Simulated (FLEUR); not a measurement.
# BaTiO3 (R3m) in FLEUR: settings compared

One crystal, BaTiO3, is run at these levels: LDA, r2SCAN; tasks: density of states.

Program: FLEUR MaX-R8.1 (later development tree). These are calculated values, not measurements. Logs are shortened: lines on timing, memory, paths and dates and some standing lists are left out, and cuts for length are marked.

**1. The crystal as given**

The structure is trigonal, space group R3m (No. 160). Conventional cell: a = 5.655 Å, b = 5.655 Å, c = 6.955 Å, α = 90.00°, β = 90.00°, γ = 120.00°. Around Ba (site symmetry 3m) lie 12 O at 2.79 to 2.89 Å. Ti (site symmetry 3m) is surrounded by 6 O at 1.87 to 2.14 Å. O (site symmetry m) is surrounded by 2 Ti at 1.87 to 2.14 Å.

**2. Density of states, LDA**

inp.xml

```xml
<?xml version="1.0" encoding="UTF-8" standalone="no"?>
<fleurInput fleurInputVersion="0.39">
   <comment>
      BaTiO3                                                                                              
   </comment>
   <calculationSetup>
      <cutoffs Kmax="5.33" Gmax="16.5" GmaxXC="16.5" numbands="0"/>
      <scfLoop itmax="60" minDistance="0.00001" maxIterBroyd="15" imix="Anderson" alpha="0.05" precondParam="0.0" spinf="2.0" sdNocoIR="T"/>
      <coreElectrons ctail="T" frcor="F" kcrel="0" coretail_lmax="0"/>
      <xcFunctional name="vwn" relativisticCorrections="F"/>
      <magnetism jspins="1"/>
      <soc l_soc="F" theta="0.0" phi="0.0" spav="F"/>
      <expertModes spex="0" secvar="F"/>
      <geometryOptimization l_f="F" forcealpha="1.0" forcemix="BFGS" epsdisp="0.00001" epsforce="0.00001"/>
      <ldaU l_linMix="F" mixParam="0.05" spinf="1.0"/>
   </calculationSetup>
   <cell>
      <bzIntegration valenceElectrons="50.0" mode="hist" fermiSmearingEnergy="0.00183747">
         <kPointListSelection listName="default-1"/>
         <!-- k-points included here -->
         <xi:include xmlns:xi="http://www.w3.org/2001/XInclude" href="kpts.xml"> </xi:include>
      </bzIntegration>
      <!-- symmetry operations included here -->
      <xi:include xmlns:xi="http://www.w3.org/2001/XInclude" href="sym.xml"> </xi:include>
      <bulkLattice scale="1.0">
         <bravaisMatrix>
[... 53 lines left out ...]
   <atomGroups>
      <atomGroup species="Barium (Ba)">
         <relPos label="                   1">.0000000000 .0000000000 .0000000000</relPos>
         <force calculate="T" relaxXYZ="TTT"/>
      </atomGroup>
      <atomGroup species="Titanium (Ti)">
         <relPos label="                   2">.4845000000 .4845000000 .4845000000</relPos>
         <force calculate="T" relaxXYZ="TTT"/>
      </atomGroup>
      <atomGroup species="Oxygen (O)">
         <relPos label="                   3">-.4914000000 .0175000000 -.4914000000</relPos>
         <relPos label="                   4">.0175000000 -.4914000000 -.4914000000</relPos>
         <relPos label="                   5">-.4914000000 -.4914000000 .0175000000</relPos>
         <force calculate="T" relaxXYZ="TTT"/>
      </atomGroup>
   </atomGroups>
   <output dos="F" band="F" slice="F">
      <checks vchk="F" cdinf="F"/>
      <bandDOS minEnergy="-.5*Htr" maxEnergy="0.5*Htr" sigma="0.015" storeEVData="T"/>
      <vacuumDOS vacdos="F" integ="F" star="F" nstars="0" locx1="0.0" locy1="0.0" locx2="0.0" locy2="0.0" nstm="0" tworkf="0.0"/>
      <unfoldingBand unfoldBand="F" supercellX="1" supercellY="1" supercellZ="1"/>
      <plotting iplot="0" polar="F">
         <plot TwoD="T" vec1="  1.0  0.0  0.0" vec2="  0.0  1.0  0.0" vec3="  0.0  0.0  1.0" zero="  0.0  0.0  0.0" file="plot"/>
      </plotting>
      <chargeDensitySlicing numkpt="0" minEigenval="0.0" maxEigenval="0.0" nnne="0" pallst="F"/>
      <specialOutput eonly="F"/>
      <moessbauerParams electricFieldGradient="T" isomerShift="T" coreHyperfine="T" valenceHyperfine="T"/>
      <magneticCircularDichroism mcd="F" energyLo="-10.0" energyUp="0.0"/>
   </output>
  <!-- We include the file relax.xml here to enable relaxations (see documentation) -->
  <xi:include xmlns:xi="http://www.w3.org/2001/XInclude" href="relax.xml"> <xi:fallback/> </xi:include>
</fleurInput>
```

crystal.txt

```
BaTiO3
&input cartesian=F /
2.8273666084  1.6323808724  2.3183934932
-2.8273666084  1.6323808724  2.3183934932
0.0000000000  -3.2647617449  2.3183934932
1.8897261246
1.0 1.0 1.0

5
56 0.0000000000  0.0000000000  0.0000000000
22 0.4845000000  0.4845000000  0.4845000000
8 0.5086000000  0.0175000000  0.5086000000
8 0.0175000000  0.5086000000  0.5086000000
8 0.5086000000  0.5086000000  0.0175000000

&kpt div1=7 div2=7 div3=7 gamma=T /
```

inp.xml (dos)

```
<?xml version="1.0" encoding="UTF-8" standalone="no"?>
<fleurInput fleurInputVersion="0.39">
   <comment>
      BaTiO3                                                                                              
   </comment>
   <calculationSetup>
      <cutoffs Kmax="5.33" Gmax="16.5" GmaxXC="16.5" numbands="0"/>
      <scfLoop itmax="60" minDistance="0.00001" maxIterBroyd="15" imix="Anderson" alpha="0.05" precondParam="0.0" spinf="2.0" sdNocoIR="T"/>
      <coreElectrons ctail="T" frcor="F" kcrel="0" coretail_lmax="0"/>
      <xcFunctional name="vwn" relativisticCorrections="F"/>
      <magnetism jspins="1"/>
      <soc l_soc="F" theta="0.0" phi="0.0" spav="F"/>
      <expertModes spex="0" secvar="F"/>
      <geometryOptimization l_f="F" forcealpha="1.0" forcemix="BFGS" epsdisp="0.00001" epsforce="0.00001"/>
      <ldaU l_linMix="F" mixParam="0.05" spinf="1.0"/>
   </calculationSetup>
   <cell>
      <bzIntegration valenceElectrons="50.0" mode="hist" fermiSmearingEnergy="0.00183747">
         <kPointListSelection listName="default-1"/>
         <!-- k-points included here -->
         <xi:include xmlns:xi="http://www.w3.org/2001/XInclude" href="kpts.xml"> </xi:include>
      </bzIntegration>
      <!-- symmetry operations included here -->
      <xi:include xmlns:xi="http://www.w3.org/2001/XInclude" href="sym.xml"> </xi:include>
[... 52 lines left out ...]
         <lo type="SCLO" l="2" n="3" eDeriv="2"/>
      </species>
   </atomSpecies>
   <atomGroups>
      <atomGroup species="Barium (Ba)">
         <relPos label="                   1">.0000000000 .0000000000 .0000000000</relPos>
         <force calculate="T" relaxXYZ="TTT"/>
      </atomGroup>
      <atomGroup species="Titanium (Ti)">
         <relPos label="                   2">.4845000000 .4845000000 .4845000000</relPos>
         <force calculate="T" relaxXYZ="TTT"/>
      </atomGroup>
      <atomGroup species="Oxygen (O)">
         <relPos label="                   3">-.4914000000 .0175000000 -.4914000000</relPos>
         <relPos label="                   4">.0175000000 -.4914000000 -.4914000000</relPos>
         <relPos label="                   5">-.4914000000 -.4914000000 .0175000000</relPos>
         <force calculate="T" relaxXYZ="TTT"/>
      </atomGroup>
   </atomGroups>
   <output dos="T" band="F" slice="F">
      <checks vchk="F" cdinf="F"/>
      <bandDOS minEnergy="-0.8*Htr" maxEnergy="0.5*Htr" sigma="0.005" storeEVData="T"/>
      <vacuumDOS vacdos="F" integ="F" star="F" nstars="0" locx1="0.0" locy1="0.0" locx2="0.0" locy2="0.0" nstm="0" tworkf="0.0"/>
      <unfoldingBand unfoldBand="F" supercellX="1" supercellY="1" supercellZ="1"/>
      <plotting iplot="0" polar="F">
         <plot TwoD="T" vec1="  1.0  0.0  0.0" vec2="  0.0  1.0  0.0" vec3="  0.0  0.0  1.0" zero="  0.0  0.0  0.0" file="plot"/>
      </plotting>
      <chargeDensitySlicing numkpt="0" minEigenval="0.0" maxEigenval="0.0" nnne="0" pallst="F"/>
      <specialOutput eonly="F"/>
      <moessbauerParams electricFieldGradient="T" isomerShift="T" coreHyperfine="T" valenceHyperfine="T"/>
      <magneticCircularDichroism mcd="F" energyLo="-10.0" energyUp="0.0"/>
   </output>
  <!-- We include the file relax.xml here to enable relaxations (see documentation) -->
  <xi:include xmlns:xi="http://www.w3.org/2001/XInclude" href="relax.xml"> <xi:fallback/> </xi:include>
</fleurInput>
```

Potentials or basis: all-electron, FLAPW.

On the command line:

```
$ inpgen -f crystal.txt -profile fastHighL
$ # inp.xml edited to the form shown
$ fleur_MPI
$ fleur_MPI   # second run, on inp.xml (dos)
```

Output:

```text
Welcome to FLEUR        (www.flapw.de)
      MaX-Release 8.1          (www.max-centre.eu)

 ========== k-point set info ==========
 Selected k-point list: default-1
 k-point list type: mesh
 7 x 7 x 7
 Number of k points: 44

 ------------Calculation Setup---------------------------
 Number of MPI-tasks      :            1
 Number of PE/node        :            1
 Number of OMP-threads    :            1
 Most efficient MPI parallelization for:
           1           2           4          11          22          44
 Additional eigenvalue parallelization possible
 Number of basis functions:         1351
 Approximate size of matrices (H+S) per k-point:         0.054 GB
 --------------------------------------------------------
 Iteration:     1   Distance:      27.85923565 me/bohr^3
 Iteration:     2   Distance:      23.01227966 me/bohr^3
 Iteration:     3   Distance:       8.24121101 me/bohr^3
 Iteration:     4   Distance:       7.62064054 me/bohr^3
 Iteration:     5   Distance:       5.29516490 me/bohr^3
 Iteration:     6   Distance:       2.89444487 me/bohr^3
 Iteration:     7   Distance:       0.59449631 me/bohr^3
 Iteration:     8   Distance:       0.59518222 me/bohr^3
 Iteration:     9   Distance:       0.16522361 me/bohr^3
 Iteration:    10   Distance:       0.08978640 me/bohr^3
 Iteration:    11   Distance:       0.03381594 me/bohr^3
 Iteration:    12   Distance:       0.00901820 me/bohr^3
 Iteration:    13   Distance:       0.01270867 me/bohr^3
 Iteration:    14   Distance:       0.00408585 me/bohr^3
 Iteration:    15   Distance:       0.00144719 me/bohr^3
 Iteration:    16   Distance:       0.00112511 me/bohr^3
 Iteration:    17   Distance:       0.00030844 me/bohr^3
 Iteration:    18   Distance:       0.00012806 me/bohr^3
 Iteration:    19   Distance:       0.00001579 me/bohr^3
 Iteration:    20   Distance:       0.00001263 me/bohr^3
 Iteration:    21   Distance:       0.00000347 me/bohr^3

 ********************************************************************
 Run finished successfully
 Stop message:
   all done
 ********************************************************************
```

Wall time 28 min (1 thread of Arm Neoverse V2, shared host); peak memory 0.19 GiB.

Results:

* Free energy: -250616.4346 eV
* Band gap on the k mesh: 2.41 eV, indirect (least direct gap 2.70 eV)
* Valence electrons inside the program's atomic spheres: Ba 17.17; Ti 9.04; O 4.51 (radii Ba 2.53, Ti 1.84, O 1.41 bohr)

States per cell in windows of 1 eV (zero at the valence-band top; states under -8 eV left out):
```tsv
from (eV)	total	INT	MT:2d	MT:3p	MT:1p	MT:1d	MT:2p
-8.0	0.00	0.00	0.00	0.00	0.00	0.00	0.00
-7.0	0.00	0.00	0.00	0.00	0.00	0.00	0.00
-6.0	0.00	0.00	0.00	0.00	0.00	0.00	0.00
-5.0	0.30	0.13	0.02	0.05	0.00	0.00	0.00
-4.0	3.84	1.50	0.47	0.57	0.04	0.02	0.03
-3.0	5.68	2.24	0.43	0.86	0.24	0.08	0.07
-2.0	2.94	1.09	0.14	0.52	0.05	0.03	0.02
-1.0	5.11	1.69	0.09	1.04	0.10	0.04	0.01
0.0	0.13	0.04	0.00	0.03	0.00	0.00	0.00
1.0	0.00	0.00	0.00	0.00	0.00	0.00	0.00
2.0	1.00	0.28	0.62	0.03	0.00	0.01	0.00
3.0	3.52	0.77	2.27	0.14	0.01	0.03	0.00
```

Core levels (eV from the Fermi level):
| atom | levels |
| --- | --- |
| 1 Ba | 1s1/2 -37181.2, 2s1/2 -5867.7, 2p1/2 -5529.2, 2p3/2 -5147.9, 3s1/2 -1230.5, 3p1/2 -1088.2, 3p3/2 -1014.5, 4s1/2 -233.3, 3d3/2 -763.8, 3d5/2 -748.1, 4p1/2 -181.5, 4p3/2 -166.1 |
| 2 Ti | 1s1/2 -4848.6, 2s1/2 -529.2, 2p1/2 -441.5, 2p3/2 -435.8 |
| 3 O | 1s1/2 -499.9 |
| 4 O | 1s1/2 -499.9 |
| 5 O | 1s1/2 -499.9 |

Caveat: spin-orbit coupling is left out, which moves the levels of the heavy elements; an odd mesh through Γ misses points on the zone boundary, where band edges often lie.

**3. Density of states, r2SCAN**

Changes to inp.xml since step 2:

```diff
@@ -7,5 +7,8 @@
       <cutoffs Kmax="5.33" Gmax="16.5" GmaxXC="16.5" numbands="0"/>
-      <scfLoop itmax="60" minDistance="0.00001" maxIterBroyd="15" imix="Anderson" alpha="0.05" precondParam="0.0" spinf="2.0" sdNocoIR="T"/>
-      <coreElectrons ctail="T" frcor="F" kcrel="0" coretail_lmax="0"/>
-      <xcFunctional name="vwn" relativisticCorrections="F"/>
+      <scfLoop itmax="80" minDistance="0.0001" maxIterBroyd="30" imix="Anderson" alpha="0.05" precondParam="0.0" spinf="2.0" sdNocoIR="T"/>
+      <coreElectrons ctail="F" frcor="F" kcrel="0" coretail_lmax="0"/>
+      <xcFunctional name="LibXC" relativisticCorrections="F">
+         <LibXCName exchange="mgga_x_r2scan" correlation="mgga_c_r2scan"/>
+         <AuxGGA exchange="117" correlation="130"/>
+      </xcFunctional>
       <magnetism jspins="1"/>
```

crystal.txt is that of step 2.

Changes to inp.xml (dos) since step 2:

```diff
@@ -7,5 +7,8 @@
       <cutoffs Kmax="5.33" Gmax="16.5" GmaxXC="16.5" numbands="0"/>
-      <scfLoop itmax="60" minDistance="0.00001" maxIterBroyd="15" imix="Anderson" alpha="0.05" precondParam="0.0" spinf="2.0" sdNocoIR="T"/>
-      <coreElectrons ctail="T" frcor="F" kcrel="0" coretail_lmax="0"/>
-      <xcFunctional name="vwn" relativisticCorrections="F"/>
+      <scfLoop itmax="80" minDistance="0.0001" maxIterBroyd="30" imix="Anderson" alpha="0.05" precondParam="0.0" spinf="2.0" sdNocoIR="T"/>
+      <coreElectrons ctail="F" frcor="F" kcrel="0" coretail_lmax="0"/>
+      <xcFunctional name="LibXC" relativisticCorrections="F">
+         <LibXCName exchange="mgga_x_r2scan" correlation="mgga_c_r2scan"/>
+         <AuxGGA exchange="117" correlation="130"/>
+      </xcFunctional>
       <magnetism jspins="1"/>
```

Potentials or basis: all-electron, FLAPW.

On the command line:

```
$ inpgen -f crystal.txt -profile fastHighL
$ # inp.xml edited to the form shown
$ fleur_MPI
$ fleur_MPI   # second run, on inp.xml (dos)
```

Run time: 27 min. Hardware: 1 thread of Arm Neoverse V2, shared host; peak memory 0.23 GiB.

Results (log left out):

```
Free energy                                           : -250875.5119 eV
Band gap on the k mesh                                : 2.85 eV, indirect (least direct gap 3.16 eV)
Valence electrons inside the program's atomic spheres : Ba 17.17; Ti 8.99; O 4.57 (radii Ba 2.53, Ti 1.84, O 1.41 bohr)
```

Levels at points of the mesh, in eV from the valence-band top:
| k point | band 21 | band 22 | band 23 | band 24 | band 25 | band 26 | band 27 | band 28 | band 29 | band 30 |
| --- | --- | --- | --- | --- | --- | --- | --- | --- | --- | --- |
| (0.00, 0.00, 0.00) | -1.29 | -1.06 | -0.43 | -0.31 | -0.31 | 2.85 | 2.85 | 2.98 | 4.92 | 4.92 |

States per cell in windows of 1 eV (zero at the valence-band top; states under -8 eV left out):
```
from (eV)  total   INT  MT:3p  MT:2d  MT:1p  MT:1d  MT:2p
     -8.0   0.00  0.00   0.00   0.00   0.00   0.00   0.00
     -7.0   0.00  0.00   0.00   0.00   0.00   0.00   0.00
     -6.0   0.00  0.00   0.00   0.00   0.00   0.00   0.00
     -5.0   0.39  0.16   0.06   0.03   0.00   0.00   0.00
     -4.0   3.80  1.46   0.58   0.47   0.03   0.02   0.03
     -3.0   5.57  2.20   0.86   0.38   0.21   0.07   0.07
     -2.0   2.96  1.10   0.53   0.13   0.05   0.03   0.02
     -1.0   5.15  1.73   1.05   0.09   0.10   0.04   0.01
      0.0   0.13  0.04   0.03   0.00   0.00   0.00   0.00
      1.0   0.00  0.00   0.00   0.00   0.00   0.00   0.00
      2.0   0.20  0.05   0.00   0.13   0.00   0.00   0.00
      3.0   2.34  0.55   0.07   1.54   0.00   0.02   0.00
```

Core levels (eV from the Fermi level):
| atom | levels |
| --- | --- |
| 1 Ba | 1s1/2 -37222.7, 2s1/2 -5873.4, 2p1/2 -5531.2, 2p3/2 -5149.5, 3s1/2 -1232.4, 3p1/2 -1089.0, 3p3/2 -1015.2, 4s1/2 -234.2, 3d3/2 -763.9, 3d5/2 -748.2, 4p1/2 -182.1, 4p3/2 -166.7 |
| 2 Ti | 1s1/2 -4862.9, 2s1/2 -531.5, 2p1/2 -442.4, 2p3/2 -436.7 |
| 3 O | 1s1/2 -503.6 |
| 4 O | 1s1/2 -503.6 |
| 5 O | 1s1/2 -503.6 |

Caveat: the meta-GGA is that of a development version, with a GGA for the radial functions and cores and without core tails; spin-orbit coupling is left out, which moves the levels of the heavy elements; an odd mesh through Γ misses points on the zone boundary, where band edges often lie.
